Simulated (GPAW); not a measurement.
# Cu (Fm-3m) in GPAW: band structure with r2SCAN

Aim: the band structure of Cu with r2SCAN.

All numbers are computed with GPAW 26.7.0; they aren't measurements. Logs are shortened: lines on timing, memory, paths and dates and some standing lists are left out, and cuts for length are marked. The log counts tension as positive stress, the text compression.

### Step 1. The cell of the first run

It takes space group Fm-3m (No. 225, cubic). Conventional cell: a = 3.464 Å, b = 3.464 Å, c = 3.464 Å, α = 90.00°, β = 90.00°, γ = 90.00°. Around Cu (site symmetry m-3m) lie 12 Cu at 2.45 Å.

### Step 2. Band structure, r2SCAN (volume scaled by 0.88)

The input, run.py:

```python
from ase import Atoms
from ase.dft.bandgap import bandgap
from ase.io import write
from ase.units import GPa
from gpaw import GPAW, PW

atoms = Atoms(['Cu', 'Cu', 'Cu', 'Cu'],
              cell=[[3.46419656, 0.0, 0.0],
                    [0.0, 3.46419656, 0.0],
                    [0.0, 0.0, 3.46419656]],
              scaled_positions=[[0.0, 0.0, 0.0],
                                [0.0, 0.5, 0.5],
                                [0.5, 0.0, 0.5],
                                [0.5, 0.5, 0.0]],
              pbc=True)

calc = GPAW(mode=PW(600),
            xc='MGGA_X_R2SCAN+MGGA_C_R2SCAN',
            kpts={'size': (8, 8, 8), 'gamma': True},
            occupations={'name': 'fermi-dirac', 'width': 0.1},
            nbands=42,
            convergence={'density': 1e-05, 'energy': 1e-05},
            maxiter=150,
            txt='gpaw.txt')
atoms.calc = calc
energy = atoms.get_potential_energy()
forces = atoms.get_forces()
stress = atoms.get_stress()
calc.write('gs.gpw')
write('result.traj', atoms)
print(f'Energy: {energy:.6f} eV')
print('Forces (eV/A):')
print(forces.round(4))
print('Stress (GPa):', (stress / GPa).round(3))
print('Fermi level:', round(calc.get_fermi_level(), 4), 'eV')
print(f'Gap: {bandgap(calc)[0]:.4f} eV, direct: {bandgap(calc, direct=True)[0]:.4f} eV')

path = atoms.cell.bandpath('GXMGRX,MR', npoints=80, eps=1e-4)
bs_calc = calc.fixed_density(kpts=path, symmetry='off', nbands=58,
                             convergence={'bands': 'CBM+6.0', 'eigenstates': 1e-6}, txt='bands.txt')
bs = bs_calc.band_structure()
bs.write('bs.json')
print(f'Gap on the path: {bandgap(bs_calc)[0]:.4f} eV')
```

Potentials or basis: GPAW PAW data sets (gpaw-data 1.2.1), pw.

Launch:

```bash
$ OMP_NUM_THREADS=1 python run.py
```

gpaw.txt:

```text
__  _  _
 | _ |_)|_||  |
 |__||  | ||/\| - 26.7.0

Input parameters:
  mode=PW(ecut=600.0),
  convergence={'density': 1e-05, 'energy': 1e-05},
  kpts=MonkhorstPack(size=(8, 8, 8), gamma=True),
  maxiter=150,
  nbands=42,
  occupations=Occupations(name='fermi-dirac', width=0.1),
  xc=XC(name='MGGA_X_R2SCAN+MGGA_C_R2SCAN')

Diagonalizing LCAO Hamiltonian
Converting LCAO to pw mode
   .--------.
  /|        |
 * |        |
 |Cu        |
 | .-Cu-----.
 |/    Cu  /
 Cu-------*

Atoms  # Å, Bohr magnetons
|   | symbol |        x |        y |        z |    initial magnetic moments |
|---|--------|----------|----------|----------|-----------------------------|
| 0 |     Cu | 0.000000 | 0.000000 | 0.000000 | ( 0.0000,  0.0000,  0.0000) |
| 1 |     Cu | 0.000000 | 1.732098 | 1.732098 | ( 0.0000,  0.0000,  0.0000) |
| 2 |     Cu | 1.732098 | 0.000000 | 1.732098 | ( 0.0000,  0.0000,  0.0000) |
| 3 |     Cu | 1.732098 | 1.732098 | 0.000000 | ( 0.0000,  0.0000,  0.0000) |

Unit cell  # Å
| periodic |        x |        y |        z |  lengths |    angles |
|----------|----------|----------|----------|----------|-----------|
|      yes | 3.464197 | 0.000000 | 0.000000 | 3.464197 | 90.000000 |
|      yes | 0.000000 | 3.464197 | 0.000000 | 3.464197 | 90.000000 |
|      yes | 0.000000 | 0.000000 | 3.464197 | 3.464197 | 90.000000 |

Number of symmetries: 48
Symmetry operations  # r_c * U_cc + t_c -> r_c
|    | kind |            matrix            |
|----|------|------------------------------|
|  0 |  E   |  1, 0, 0,  0, 1, 0,  0, 0, 1 |
|  1 |  σ   |  1, 0, 0,  0, 1, 0,  0, 0,-1 |
|  2 |  σ   |  1, 0, 0,  0, 0, 1,  0, 1, 0 |
|  3 |  C4  |  1, 0, 0,  0, 0, 1,  0,-1, 0 |
|  4 |  C4  |  1, 0, 0,  0, 0,-1,  0, 1, 0 |
|  5 |  σ   |  1, 0, 0,  0, 0,-1,  0,-1, 0 |
|  6 |  σ   |  1, 0, 0,  0,-1, 0,  0, 0, 1 |
|  7 |  C2  |  1, 0, 0,  0,-1, 0,  0, 0,-1 |
|  8 |  σ   |  0, 1, 0,  1, 0, 0,  0, 0, 1 |
|  9 |  C2  |  0, 1, 0,  1, 0, 0,  0, 0,-1 |
| 10 |  C3  |  0, 1, 0,  0, 0, 1,  1, 0, 0 |
| 11 |  S6  |  0, 1, 0,  0, 0, 1, -1, 0, 0 |
| 12 |  S6  |  0, 1, 0,  0, 0,-1,  1, 0, 0 |
| 13 |  C3  |  0, 1, 0,  0, 0,-1, -1, 0, 0 |
| 14 |  C4  |  0, 1, 0, -1, 0, 0,  0, 0, 1 |
| 15 |  S4  |  0, 1, 0, -1, 0, 0,  0, 0,-1 |
| 16 |  C3  |  0, 0, 1,  1, 0, 0,  0, 1, 0 |
| 17 |  S6  |  0, 0, 1,  1, 0, 0,  0,-1, 0 |
| 18 |  σ   |  0, 0, 1,  0, 1, 0,  1, 0, 0 |
| 19 |  C4  |  0, 0, 1,  0, 1, 0, -1, 0, 0 |
| 20 |  C2  |  0, 0, 1,  0,-1, 0,  1, 0, 0 |
| 21 |  S4  |  0, 0, 1,  0,-1, 0, -1, 0, 0 |
| 22 |  S6  |  0, 0, 1, -1, 0, 0,  0, 1, 0 |
| 23 |  C3  |  0, 0, 1, -1, 0, 0,  0,-1, 0 |
| 24 |  S6  |  0, 0,-1,  1, 0, 0,  0, 1, 0 |
| 25 |  C3  |  0, 0,-1,  1, 0, 0,  0,-1, 0 |
| 26 |  C4  |  0, 0,-1,  0, 1, 0,  1, 0, 0 |
| 27 |  σ   |  0, 0,-1,  0, 1, 0, -1, 0, 0 |
| 28 |  S4  |  0, 0,-1,  0,-1, 0,  1, 0, 0 |
| 29 |  C2  |  0, 0,-1,  0,-1, 0, -1, 0, 0 |
| 30 |  C3  |  0, 0,-1, -1, 0, 0,  0, 1, 0 |
| 31 |  S6  |  0, 0,-1, -1, 0, 0,  0,-1, 0 |
| 32 |  C4  |  0,-1, 0,  1, 0, 0,  0, 0, 1 |
| 33 |  S4  |  0,-1, 0,  1, 0, 0,  0, 0,-1 |
| 34 |  S6  |  0,-1, 0,  0, 0, 1,  1, 0, 0 |
| 35 |  C3  |  0,-1, 0,  0, 0, 1, -1, 0, 0 |
| 36 |  C3  |  0,-1, 0,  0, 0,-1,  1, 0, 0 |
| 37 |  S6  |  0,-1, 0,  0, 0,-1, -1, 0, 0 |
| 38 |  σ   |  0,-1, 0, -1, 0, 0,  0, 0, 1 |
| 39 |  C2  |  0,-1, 0, -1, 0, 0,  0, 0,-1 |
| 40 |  σ   | -1, 0, 0,  0, 1, 0,  0, 0, 1 |
| 41 |  C2  | -1, 0, 0,  0, 1, 0,  0, 0,-1 |
| 42 |  C2  | -1, 0, 0,  0, 0, 1,  0, 1, 0 |
| 43 |  S4  | -1, 0, 0,  0, 0, 1,  0,-1, 0 |
| 44 |  S4  | -1, 0, 0,  0, 0,-1,  0, 1, 0 |
| 45 |  C2  | -1, 0, 0,  0, 0,-1,  0,-1, 0 |
| 46 |  C2  | -1, 0, 0,  0,-1, 0,  0, 0, 1 |
| 47 |  i   | -1, 0, 0,  0,-1, 0,  0, 0,-1 |

BZ-sampling:
  Number of BZ points: 512
  Number of IBZ points: 35

  Monkhorst-Pack size: [8, 8, 8]
  Monkhorst-Pack shift: [0.0625, 0.0625, 0.0625]

K-points  # in reciprocal-cell coordinates
|     |                                coordinates |     weight |
|-----|--------------------------------------------|------------|
|   0 | (  0.00000000,   0.00000000,   0.00000000) | 0.00195312 |
|   1 | (  0.12500000,   0.00000000,   0.00000000) | 0.01171875 |
|   2 | (  0.12500000,   0.12500000,   0.00000000) | 0.02343750 |
|   3 | (  0.12500000,   0.12500000,   0.12500000) | 0.01562500 |
|   4 | (  0.25000000,   0.00000000,   0.00000000) | 0.01171875 |
|   5 | (  0.25000000,   0.12500000,   0.00000000) | 0.04687500 |
|   6 | (  0.25000000,   0.12500000,   0.12500000) | 0.04687500 |
|   7 | (  0.25000000,   0.25000000,   0.00000000) | 0.02343750 |
|   8 | (  0.25000000,   0.25000000,   0.12500000) | 0.04687500 |
|   9 | (  0.25000000,   0.25000000,   0.25000000) | 0.01562500 |
| ... |                                            |            |
|  34 | (  0.50000000,   0.50000000,   0.50000000) | 0.00195312 |

Plane wave coefficients: 1406
Cutoff: 600.0 eV

Spin-components: 1 (collinear spins)
Bands:           42
Projectors:      24
Spin-degeneracy: 2
Datatype:        complex128

Parallelization:
  kpt:    1
  domain: 1
  band:   1

Density:
  Valence electrons: 44.0
  Components: 1
  Grid points: [20 20 20]
  Charge: 0.0  # |e|

Potential:
  Grid points: [20 20 20]

species:
  Cu:
    name:    Copper
    Z:       29.0
    valence: 11
    core:    18
    charge:  0.0  # [|e|]
    compensation charges:
      type: gauss
      rc: 0.33  # [Å]
      lmax: 2
    cutoffs:
      filter: 2.06  # [Å]
      core: 2.43  # [Å]
    projectors
    | kind |    occ | energy [eV] | rcut [Å] |
    |------|--------|-------------|----------|
    |   4s |  1.000 |      -4.609 |    1.164 |
    |   4p |  0.000 |      -0.698 |    1.164 |
    |   3d | 10.000 |      -5.039 |    1.058 |
    |    s |        |      22.603 |    1.164 |
    |    p |        |      26.513 |    1.164 |
    |    d |        |      22.172 |    1.058 |

    Using partial waves for Cu as LCAO basis

Reference energy: -180085.807364  # eV

eigensolver:
  PPCG
  Converge bands: occupied
  niter=2

density mixing:
  MSR1-Mixer
  Pratt-step length: 0.05
  Maximum mixing coefficient: 0.75
  Old densities: 10
  SVD Regularization: 0.005
  Good broyden scale: 1.0
  Trust region scale: 1.0
  Backstep threshold: 4.0
  History deletion threshold: 6.0
  Fourier metric: weight=20.0, sigma=0.015

occupation numbers:
  Fermi-Dirac:
    width: 0.1000  # eV

poisson solver:
  ecut: 4800.0  # eV

xc functional:
  name: MGGA_X_R2SCAN+MGGA_C_R2SCAN with 2 nearest neighbor stencil

convergence criteria:
[... 6 lines left out ...]
|iter     | |      energy | eigst |  dens |
|---------|-|-------------|-------|-------|
|iter:   1| |  -41.425930 | +0.26 |       |
|iter:   2| |  -39.826610 | -1.34 | -0.95 |
|iter:   3| |  -38.893971 | -1.95 | -1.10 |
|iter:   4| |  -38.773970 | -2.09 | -1.41 |
|iter:   5| |  -38.778988 | -2.79 | -1.87 |
|iter:   6| |  -38.775851 | -2.79 | -2.18 |
|iter:   7| |  -38.774047 | -4.72 | -2.64 |
|iter:   8| |  -38.773791 | -5.32 | -2.95 |
|iter:   9| |  -38.773635c| -5.91 | -3.44 |
|iter:  10| |  -38.773477c| -5.46 | -3.45 |
|iter:  11| |  -38.773484c| -7.71c| -4.25 |
|iter:  12| |  -38.773482c| -7.86c| -5.16c|

Converged in 12 steps
Energy contributions relative to reference atoms: (reference = -180085.807364)

Energy contributions:
  Kinetic:           8.046226
  Coulomb:         -10.328178
  Zero:              0.184473
  External:          0.000000
  Xc:              -36.652358
  Entropy:          -0.047289
  Spinorbit:         0.000000
  ----------------------------
  Free energy:     -38.797127
  Extrapolated:    -38.773482

dipole moment: (-15.063715, -15.063715, -15.063715)  # |e|*Ang

Fermi level: 9.628
Eigenvalues  # (at kpt = [0.000, 0.000, 0.000])
| band index |      eig [eV] | occ [0-2] |
|------------|---------------|-----------|
|          0 |        -1.135 |     2.000 |
|        ... |               |           |
|         13 |         7.733 |     2.000 |
|         14 |         7.733 |     2.000 |
|         15 |         7.963 |     2.000 |
|         16 |         7.963 |     2.000 |
|         17 |         7.963 |     2.000 |
|         18 |         7.963 |     2.000 |
[... 8 lines left out ...]
|         27 |        24.544 |     0.000 |
|         28 |        24.544 |     0.000 |
|        ... |               |           |
|         41 |        38.458 |     0.000 |

No gap
No difference between direct/indirect transitions

Forces  # eV/Ang
|        x |        y |        z |
|----------|----------|----------|
|  0.00000 |  0.00000 |  0.00000 |  # Cu   0
| -0.00000 | -0.00000 |  0.00000 |  # Cu   1
|  0.00000 | -0.00000 |  0.00000 |  # Cu   2
|  0.00000 |  0.00000 | -0.00000 |  # Cu   3

Stress tensor  # eV/Ang^3
|         x |         y |         z |
|-----------|-----------|-----------|
| -0.143504 |  0.000000 |  0.000000 |
|  0.000000 | -0.143504 |  0.000000 |
|  0.000000 |  0.000000 | -0.143504 |

# Writing to gs.gpw (mode='')
```

Wall time 3.3 min (1 thread of Arm Neoverse V1, shared host); peak memory 0.4 GiB.

Results:

* Free energy: -38.7971 eV
* Pressure: 23.0 GPa
* Band gap along the path: none (metal or under the smearing width)

Levels at the corners of the path, in eV from the Fermi level:
```tsv
point	band 18	band 19	band 20	band 21	band 22	band 23	band 24	band 25	band 26	band 27
Γ	-1.67	-1.67	-1.67	-1.67	1.48	1.48	1.48	8.41	8.41	8.41
X	-2.63	-2.24	-2.24	-1.67	-1.67	7.03	7.03	7.03	7.03	9.28
M	-2.56	-2.56	-2.56	-0.26	-0.26	-0.26	-0.26	11.03	11.03	11.03
Γ	-1.67	-1.67	-1.67	-1.67	1.48	1.48	1.48	8.41	8.41	8.41
R	-1.86	-1.86	-1.86	-1.48	-1.48	-1.48	-1.48	4.71	4.71	4.71
X	-2.63	-2.24	-2.24	-1.67	-1.67	7.03	7.03	7.03	7.03	9.28
M	-2.56	-2.56	-2.56	-0.26	-0.26	-0.26	-0.26	11.03	11.03	11.03
R	-1.86	-1.86	-1.86	-1.48	-1.48	-1.48	-1.48	4.71	4.71	4.71
```

Caveat: with this Cu data set, volumes or pressures lay over 1.5 % or 2 GPa off other programs in two to four cells of ten; so large a pressure means that the cell lies far from this level's equilibrium, or that cutoff or potentials fall short; the potentials were made for another functional, which shifts forces and pressure.
